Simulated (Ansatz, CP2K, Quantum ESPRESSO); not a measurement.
**One calculation of Mg, 4 ways**

```
CELL_PARAMETERS angstrom
3.17683 0.00000 0.00000
-1.58841 2.75121 0.00000
0.00000 0.00000 10.31886
ATOMIC_POSITIONS crystal
Mg 0.66667 0.33333 0.75000
Mg 0.00000 0.00000 0.50000
Mg 0.33333 0.66667 0.25000
Mg 0.00000 0.00000 0.00000
```

Alike in all runs: task single point; functional PBEsol; k mesh 10 × 10 × 3; occupations fermi-dirac, width 0.05 eV; no spin polarisation; no spin-orbit coupling. Pressure is positive in compression and, in plane waves, holds the error of the finite cutoff, which Ansatz's Pulay term estimates and takes out.

| program and potentials | plane-wave cutoff (eV) | notes | pressure (GPa) |
| --- | --- | --- | --- |
| Ansatz, Ansatz PAW | 420 | potentials made for PBE, which Ansatz adapts in part | ? |
| Ansatz, all-electron LAPW, scalar-relativistic | - | - | 0.16 |
| Quantum ESPRESSO, GBRV 1.5 PBEsol | 612 | - | 0.07 |
| CP2K, POTENTIAL_UZH Mg GTH-PBE-q10; TZVP-MOLOPT-PBE-GTH basis | - | atomic basis; potentials made for PBE | 1.23 |

**Question.** Estimate from the other rows what the run with Ansatz, Ansatz PAW gave.

**Answer.** Pressure 0.18 GPa. The other rows, which needn't bracket it: pressure 0.07 to 1.23.
